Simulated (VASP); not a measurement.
Input of a VASP 6.6.1 run:

Contents of INCAR:

```
SYSTEM = Si
PREC     = Accurate       ! precision mode
ENCUT    = 520            ! plane-wave cutoff, eV
EDIFF    = 1E-6           ! SCF threshold, eV
ISMEAR   = 0              ! smearing method
SIGMA    = 0.15           ! smearing width, eV
LREAL    = .FALSE.        ! projectors in reciprocal space
LASPH    = .TRUE.         ! aspherical terms in the spheres
NELM     = 80             ! most SCF steps
ALGO     = Fast           ! electronic algorithm
ISIF     = 2              ! what is computed and relaxed
LWAVE    = .FALSE.        ! write WAVECAR
LCHARG   = .FALSE.        ! write CHGCAR
GGA      = PE             ! functional
IVDW     = 12             ! dispersion correction
NBANDS   = 8              ! bands
```

File KPOINTS:

```
Automatic mesh
0
G
  24 24 24
  0 0 0
```

POSCAR

```
Si
1.0
    0.0000000000      1.6692642320      2.5038963479
    1.6692642320      0.0000000000      2.5038963479
    1.6692642320      1.6692642320      0.0000000000
Si
1
Direct
    0.0000000000      0.0000000000      0.0000000000
```

Potentials or basis: VASP PAW PBE potentials, release 64 (Si).

The run is started by

```sh
$ cat potpaw_PBE.64/Si/POTCAR > POTCAR
$ mpirun -np 1 vasp_std > vasp.out
```

Q: Predict the pressure.

A: 9.8 GPa.

Q: Predict the band gap on the k mesh.

A: None (metal or under the smearing width).

Q: What does it give for the dispersion energy per atom?

A: -0.446 eV.

Stress tensor (GPa, compression positive):
```
16.14  0.00  0.00
 0.00 16.14  0.00
 0.00  0.00 -2.91
```

Caveat: pairwise dispersion overbinds metals, which lowers pressure and volume.
